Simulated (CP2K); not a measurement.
Crystal: Sb.

```
CELL_PARAMETERS angstrom
3.16000 0.00000 0.00000
0.00000 3.16000 0.00000
0.00000 0.00000 3.16000
ATOMIC_POSITIONS crystal
Sb 0.00000 0.00000 0.00000
```

This isn't the form of Sb at room conditions, which is rhombohedral.

Base run:

| Quantity | Value |
| --- | --- |
| Program | CP2K 2026.2 |
| Functional | TASK |
| Potentials or basis | POTENTIAL_UZH Sb GTH-SCAN-q5; TZVP-MOLOPT-SCAN-GTH basis |
| Density cutoff | 9184 eV |
| k mesh | 8 × 8 × 8 |
| Occupations | fermi-dirac, width 0.05 eV |
| Spin | no spin polarisation |

Its results: band gap on the k mesh none (metal or under the smearing width); pressure -2.2 GPa.

Question: The run is repeated on the same cell with these changes: functional from TASK to r2SCAN. What comes out?

Answer: Band gap on the k mesh none (metal or under the smearing width); pressure -3.9 GPa.

Caveats: spin-orbit coupling is left out, which moves the levels of the heavy elements; the basis of atomic orbitals isn't converged, which shifts pressures, moduli and gaps; the potentials were made for another functional, which shifts forces and pressure (some runs).
